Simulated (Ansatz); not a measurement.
## From barrier to diffusion: B in Zr

All numbers below come from Ansatz, DFT PBE, scalar-relativistic, plane waves, PAW. Settings: 420 eV cutoff, 3×3×3 k-mesh, Gaussian smearing of 0.10 eV, no spin polarisation.

Host crystal, relaxed:

```cif
data_structure
_symmetry_space_group_name_H-M 'P 1'
_symmetry_Int_Tables_number 1
_cell_length_a 3.2345
_cell_length_b 3.2345
_cell_length_c 5.1655
_cell_angle_alpha 90.000
_cell_angle_beta 90.000
_cell_angle_gamma 120.000
_cell_volume 46.80
loop_
_atom_site_label
_atom_site_type_symbol
_atom_site_fract_x
_atom_site_fract_y
_atom_site_fract_z
_atom_site_occupancy
Zr1 Zr 0.33333 0.66667 0.25000 1
Zr2 Zr 0.66667 0.33333 0.75000 1
```

In a supercell of 18 host sites, interstitial B hops to an equivalent place, moving 1.33 Å. Climbing-image nudged elastic band at fixed cell; the order of the saddle wasn't checked, and the small cell leaves errors of about a tenth of an eV. Both ends share most of their nearest neighbours, so the atom only shifts within one site or cage, and diffusion needs further steps that weren't computed.

```csv
image,path (Å),E − E(0) (eV)
0,0.00,0.000
1,0.61,0.250
2,1.22,0.386
3,1.83,0.250
4,2.44,0.000
```

**Question.** What are the barriers forward and back, and what attempt frequency does the shape suggest?

**Answer.** Forward 0.39 eV, back 0.39 eV, the ends being level. For a sinusoidal profile E_b sin²(πx/l), with the B atom alone moving, ν = (1/l)√(E_b/2m) = 9.9×10¹² s⁻¹, within an order of magnitude of the customary 10¹³ s⁻¹; a true prefactor needs the vibrations at the minimum and at the saddle.

**Question.** With ν = 10¹³ s⁻¹, give the forward jump rate along this one path, the wait 1/k for that jump, the diffusivity D ≈ l²k and the distance √(Dt) covered in an hour at 300, 600 and 1000 K, taking the host as solid throughout.

**Answer.** k = ν exp(−E_b/k_BT):
| T (K) | k (1/s) | wait (s) | D (cm²/s) | √(Dt) in 1 h (nm) |
| --- | --- | --- | --- | --- |
| 300 | 3.3×10⁶ | 3.0×10⁻⁷ | 5.8×10⁻¹⁰ | 1.4×10⁴ |
| 600 | 5.8×10⁹ | 1.7×10⁻¹⁰ | 1.0×10⁻⁶ | 6.0×10⁵ |
| 1000 | 1.1×10¹¹ | 8.8×10⁻¹² | 2.0×10⁻⁵ | 2.7×10⁶ |

D = l²k holds for six equivalent jumps in three dimensions (z l²k/6) and is a scale otherwise. Long-range transport needs a connected net of such jumps, and traps slow it. D is that of an interstitial already there. An error of 0.1 eV in the barrier changes k by a factor of 48 at 300 K and 3.2 at 1000 K.

Cost: 1 run of about 15 core-minutes, on Intel Xeon 6975P-C (Granite Rapids) (shared hosts).